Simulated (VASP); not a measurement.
Runs of VASP 6.6.1 on AlAs. It takes space group F-43m (No. 216, cubic). Conventional cell: a = 5.677 Å, b = 5.677 Å, c = 5.677 Å, α = 90.00°, β = 90.00°, γ = 90.00°. Al (site symmetry -43m) has 4 As at 2.46 Å as nearest neighbours. As (site symmetry -43m) has 4 Al at 2.46 Å as nearest neighbours. The cell is a database's computed one.

```csv
task,level,potentials or basis,cell,k mesh,cutoff (eV),grid for exact exchange (PRECFOCK),screening parameter,gap on the mesh (eV),pressure (GPa)
band structure,LDA,"VASP PAW LDA potentials, release 64 (Al, As)",as given,10 × 10 × 10,450,-,-,(a),-
relaxation of cell and atoms,r2SCAN,"VASP PAW PBE potentials, release 64 (Al, As)",relaxed,9 × 9 × 9,600,-,-,1.87,0.0
band structure,HSE06,"VASP PAW PBE potentials, release 64 (Al, As)",as given,8 × 8 × 8,450,Fast,0.2 1/A,2.12,0.0
band structure,r2SCAN,"VASP PAW PBE potentials, release 64 (Al, As)",as given,10 × 10 × 10,450,-,-,1.80,0.0
```

Alike in all rows: no spin polarisation; smearing gaussian 0.02 eV.

Fill in the values left out.

(a) 1.35.

Caveats: the PAW data sets were made with another functional, which shifts forces and pressure a little (some runs); the relaxation stopped at its first step, so nothing moved (some runs); an odd mesh through Γ misses points on the zone boundary, where band edges often lie (some runs).

A k mesh can miss the band edges, and the runs leave out spin-orbit coupling on As.

Runs at the PBE level aren't shown here.
